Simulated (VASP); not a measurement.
Wanted: the native input for a VASP 6.6.1 run.

```
Task                   : single point
Functional             : PBE
Potentials or basis    : VASP PAW PBE potentials, release 64 (Al, N)
Cutoff                 : 520 eV
k mesh                 : 10 × 10 × 10
Occupations            : gaussian, width 0.05 eV
Spin                   : no spin polarisation
Dipole correction      : no
Further INCAR settings : ALGO = Normal; EDIFF = 1e-07; NBANDS = 11
```

The structure of AlN lies in POSCAR:

```
AlN
1.0
    0.0000000000      2.0345180000      2.0345180000
    2.0345180000      0.0000000000      2.0345180000
    2.0345180000      2.0345180000      0.0000000000
Al N
1 1
Direct
    0.5000000000      0.5000000000      0.5000000000
    0.0000000000      0.0000000000      0.0000000000
```

Measurements of this composition are mostly on another form, of space group No. 186.

The input as run:

INCAR

```
SYSTEM = AlN
PREC = Accurate ; ENCUT = 520
EDIFF = 1E-7 ; ISMEAR = 0
SIGMA = 0.05 ; LREAL = .FALSE.
LASPH = .TRUE. ; NELM = 60
ALGO = Normal ; ISIF = 2
LWAVE = .FALSE. ; LCHARG = .FALSE.
GGA = PE ; NBANDS = 11
```

KPOINTS

```
regular mesh
0
G
  10 10 10
  0 0 0
```

Potentials or basis: VASP PAW PBE potentials, release 64 (Al, N).

Run with:

```console
$ cat potpaw_PBE.64/Al/POTCAR potpaw_PBE.64/N/POTCAR > POTCAR
$ mpirun -np 1 vasp_std > vasp.out
```

It gave:

- Pressure: 0.0 GPa
- Band gap on the k mesh: 4.42 eV, indirect (least direct gap 5.41 eV)

Run time: 3.7 s on 1 thread of Intel(R) Xeon(R) 6975P-C (Granite Rapids), with other jobs on the host, peak memory 0.13 GiB.
